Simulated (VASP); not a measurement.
Set up this calculation in VASP 6.6.1, as the native input.

| Property | Result |
| --- | --- |
| Task | relaxation of cell and atoms |
| Functional | PBE |
| Potentials or basis | VASP PAW PBE potentials, release 64 (Cd, S) |
| Cutoff | 700 eV |
| k mesh | 10 × 10 × 10 |
| Occupations | gaussian, width 0.02 eV |
| Spin | no spin polarisation |
| Further INCAR settings | ALGO = Fast; EDIFF = 1e-07; IBRION = 2; EDIFFG = -0.002; NSW = 80; ISIF = 3 |

The structure of CdS lies in POSCAR:

```
CdS
1.0
    0.0000000000      2.9165000000      2.9165000000
    2.9165000000      0.0000000000      2.9165000000
    2.9165000000      2.9165000000      0.0000000000
Cd S
1 1
Direct
    0.0000000000      0.0000000000      0.0000000000
    0.2500000000      0.2500000000      0.2500000000
```

These files were run (other wordings do the same):

INCAR

```
SYSTEM = CdS
PREC = Accurate
ENCUT = 700
EDIFF = 1E-7
ISMEAR = 0
SIGMA = 0.02
LREAL = .False.
LASPH = .True.
NELM = 60
ALGO = Fast
ISIF = 3
LWAVE = .False.
LCHARG = .False.
GGA = PE
IBRION = 2
NSW = 80
EDIFFG = -0.002
```

KPOINTS

```
regular mesh
0
Gamma
  10 10 10
  0 0 0
```

Potentials or basis: VASP PAW PBE potentials, release 64 (Cd, S).

Run with:

```console
$ cat potpaw_PBE.64/Cd/POTCAR potpaw_PBE.64/S/POTCAR > POTCAR
$ mpirun -np 1 vasp_std > vasp.out
```

It gave:

| Property | Result |
| --- | --- |
| Relaxed volume | 26.16 Å³/atom |
| Relaxed cell | a = 4.198 Å, b = 4.198 Å, c = 4.198 Å, α = 60.00°, β = 60.00°, γ = 60.00° |
| Space group after relaxing (to 0.05 Å) | F-43m (No. 216) |
| Energy gained by relaxing | 12.9 meV/atom |
| Ionic steps | 5 |
| Pressure after relaxing | 0.0 GPa |
| Band gap on the k mesh | 1.03 eV, direct |

It took 66 s on 1 thread of Intel(R) Xeon(R) 6975P-C (Granite Rapids) (shared host), peak memory 0.24 GiB.
